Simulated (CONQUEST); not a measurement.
## PbO2: band structure with BP86

The system is PbO2.

```
CELL_PARAMETERS angstrom
3.82119 0.00000 0.00000
0.00000 3.82119 0.00000
0.00000 0.00000 5.40398
ATOMIC_POSITIONS crystal
Pb 0.49524 0.50673 0.49902
Pb 0.99524 0.00673 0.99902
O 0.00541 0.50574 0.25053
O 0.50541 0.00574 0.75053
O 0.49870 0.00474 0.24930
O 0.99870 0.50474 0.74930
```

The cell comes from a database or a generator and needn't be the stable form of this composition.

The cell isn't the ideal one: atoms moved at random, drawn with an rms of 0.02 Å.

- Program: CONQUEST 1.3
- Task: band structure
- Functional: BP86
- Potentials or basis: PseudoDojo NC PBE, DZP, grid cutoff 100 Ha
- k mesh: 5 × 5 × 3
- Occupations: fermi-dirac, width 0.027 eV
- Spin: no spin polarisation
- Solver: diagonalisation
- SCF tolerance: 1e-06

```
Band gap along the path : none (metal or under the smearing width)
```

Levels at the corners of the path, in eV from the Fermi level:
```
point  band 22  band 23  band 24  band 25  band 26  band 27  band 28  band 29  band 30  band 31
    Γ    -1.25    -1.19    -1.16    -0.21    -0.17    -0.16     1.52     6.11     7.01     7.05
    X    -2.65    -1.23    -1.23    -0.40    -0.40     2.02     2.02     7.31     7.31     8.97
    M    -0.20    -0.17    -0.17    -0.17    -0.16     1.52     1.52     6.12     6.12     9.68
    Γ    -1.25    -1.19    -1.16    -0.21    -0.17    -0.16     1.52     6.11     7.01     7.05
    Z    -1.18    -0.58    -0.58    -0.58    -0.58     0.90     0.90     5.54     5.54     9.03
    R    -2.72    -1.50    -1.50    -1.44    -1.43     2.43     2.45     7.28     7.28     9.43
    A    -2.60    -0.34    -0.34    -0.03    -0.03     2.12     2.12     8.44     8.44     8.50
    Z    -1.18    -0.58    -0.58    -0.58    -0.58     0.90     0.90     5.54     5.54     9.03
    X    -2.65    -1.23    -1.23    -0.40    -0.40     2.02     2.02     7.31     7.31     8.97
    R    -2.72    -1.50    -1.50    -1.44    -1.43     2.43     2.45     7.28     7.28     9.43
    M    -0.20    -0.17    -0.17    -0.17    -0.16     1.52     1.52     6.12     6.12     9.68
    A    -2.60    -0.34    -0.34    -0.03    -0.03     2.12     2.12     8.44     8.44     8.50
```

Run time: 6.6 s on 1 thread of Intel(R) Xeon(R) 6975P-C (Granite Rapids), on a shared host, peak memory 0.35 GiB.

Caveat: the k mesh is coarse (spacing up to 0.39 Å⁻¹), so the values aren't converged; the log labels positions in bohr as Å; the box holds several primitive cells, so bands are folded and the points are those of the box's own zone; spin-orbit coupling is left out, which moves the levels of the heavy elements; the basis of atomic orbitals isn't converged, which shifts pressures, moduli and gaps.
